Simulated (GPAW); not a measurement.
Runs of GPAW 26.7.0 on Li. Symmetry: Im-3m, No. 229, cubic system. Conventional cell: a = 3.509 Å, b = 3.509 Å, c = 3.509 Å, α = 90.00°, β = 90.00°, γ = 90.00°. Li (site symmetry m-3m) has 8 Li at 3.04 Å as nearest neighbours. 

| task | level | potentials or basis | cell | smearing | band path | band points | optimizer | fmax | max steps | gap on the mesh (eV) | pressure (GPa) | relaxed volume (Å³/atom) |
| --- | --- | --- | --- | --- | --- | --- | --- | --- | --- | --- | --- | --- |
| band structure | LDA | PAW data sets generated in the run's folder for this functional, pw | as given | fermi-dirac 0.05 eV | GHNGPH,PN | 60 | - | - | - | - | -1.5 | - |
| relaxation of cell and atoms | PBE+D3(BJ) | GPAW PAW data sets (gpaw-data 1.2.1), pw | relaxed | fermi-dirac 0.05 eV | - | - | BFGS | 0.02 eV/Å | 60 | none | 0.0 | 18.44 |
| band structure | TASK | GPAW PAW data sets (gpaw-data 1.2.1), pw | as given | fermi-dirac 0.05 eV | GHNGPH,PN | 60 | - | - | - | - | 3.2 | - |
| single point | PBE | GPAW PAW data sets (gpaw-data 1.2.1), pw | as given | gaussian 0.027 eV | - | - | - | - | - | none | -0.8 | - |
| relaxation of cell and atoms | PBEsol+D4 | PAW data sets generated in the run's folder for this functional, pw | relaxed | fermi-dirac 0.05 eV | - | - | BFGS | 0.02 eV/Å | 60 | none | 0.0 | 20.09 |
| single point | LDA | the program's PAW data sets (release 1.2.1) made for this functional, pw | as given | gaussian 0.05 eV | - | - | - | - | - | none | -1.5 | - |
| band structure | PBEint | PAW data sets generated in the run's folder for this functional, pw | as given | fermi-dirac 0.05 eV | GHNGPH,PN | 60 | - | - | - | - | (a) | - |
| single point | PBE | GPAW PAW data sets (gpaw-data 1.2.1), pw | as given | gaussian 0.024 eV | - | - | - | - | - | none | -0.8 | - |
| single point | PBE | GPAW PAW data sets (gpaw-data 1.2.1), pw | as given | gaussian 0.013 eV | - | - | - | - | - | none | -0.8 | - |
| single point | PBE | GPAW PAW data sets (gpaw-data 1.2.1), pw | as given | gaussian 0.026 eV | - | - | - | - | - | none | -0.8 | - |
| single point | PBE | GPAW PAW data sets (gpaw-data 1.2.1), pw | as given | gaussian 0.022 eV | - | - | - | - | - | none | -0.8 | - |
| single point | PBE | GPAW PAW data sets (gpaw-data 1.2.1), pw | as given | gaussian 0.021 eV | - | - | - | - | - | none | -0.8 | - |

Alike in all rows: no spin polarisation; k mesh 11 × 11 × 11; cutoff (eV) 800.

Estimate the missing entries.

(a) -0.5.

Caveats: later steps reuse the first step's grids (some runs); pairwise dispersion overbinds metals, which lowers pressure and volume (some runs); the volume moved by -15 % from the deposited cell, more than functionals usually miss (some runs); the PAW data sets were made with another functional, which shifts forces and pressure a little (some runs).

A k mesh can miss the band edges.

A gap of «none» marks a metal or a gap under the smearing width.

Not every run made on this cell is shown here.
